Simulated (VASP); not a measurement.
Input of a VASP 6.6.1 run:

INCAR

```
SYSTEM = Be
PREC     = Accurate       ! precision mode
ENCUT    = 520            ! plane-wave cutoff, eV
EDIFF    = 1E-7           ! SCF threshold, eV
ISMEAR   = 0              ! smearing method
SIGMA    = 0.05           ! smearing width, eV
LREAL    = .FALSE.        ! projectors in reciprocal space
LASPH    = .TRUE.         ! aspherical terms in the spheres
NELM     = 80             ! most SCF steps
ALGO     = Normal         ! electronic algorithm
ISIF     = 2              ! what is computed and relaxed
LWAVE    = .FALSE.        ! write WAVECAR
LCHARG   = .TRUE.         ! write CHGCAR
LDIPOL   = .TRUE.       
IDIPOL   = 3            
DIPOL    = 0.5 0.5 0.500
GGA      = PE             ! functional
LELF     = .TRUE.         ! ELF
LVHAR    = .TRUE.       
LVACPOTAV= .TRUE.
```

KPOINTS

```
regular mesh
0
G
  13 13 1
  0 0 0
```

The input POSCAR:

```
Be
1.0
    2.2995019849      0.0000000000      0.0000000000
   -1.1497509924      1.9914271350      0.0000000000
    0.0000000000      0.0000000000     29.4036000000
Be
9
Direct
    0.6666666667      0.3333333334      0.2550708077
    0.3333333333      0.6666666666      0.3163031057
    0.6666666667      0.3333333334      0.3775354038
    0.3333333333      0.6666666666      0.4387677019
    0.6666666667      0.3333333334      0.5000000000
    0.3333333333      0.6666666666      0.5612322981
    0.6666666667      0.3333333334      0.6224645962
    0.3333333333      0.6666666666      0.6836968943
    0.6666666667      0.3333333334      0.7449291923
```

Potentials or basis: VASP PAW PBE potentials, release 64 (Be).

The run is started by

```bash
$ cat potpaw_PBE.64/Be/POTCAR > POTCAR
$ mpirun -np 1 vasp_std > vasp.out
```

**Question.** What does it give for the work function of the upper face?

**Answer.** 5.27 eV.

**Question.** What does it give for the work function of the lower face?

**Answer.** 5.27 eV.

**Question.** Estimate the band gap on the k mesh.

**Answer.** None (metal or under the smearing width).

Forces in eV/Å, atoms in the order of the input:
```
Be   0.000  0.000 -0.100
Be   0.000  0.000  0.133
Be   0.000  0.000  0.063
Be   0.000  0.000  0.005
Be   0.000  0.000  0.000
Be   0.000  0.000 -0.005
Be   0.000  0.000 -0.063
Be   0.000  0.000 -0.133
Be   0.000  0.000  0.100
```
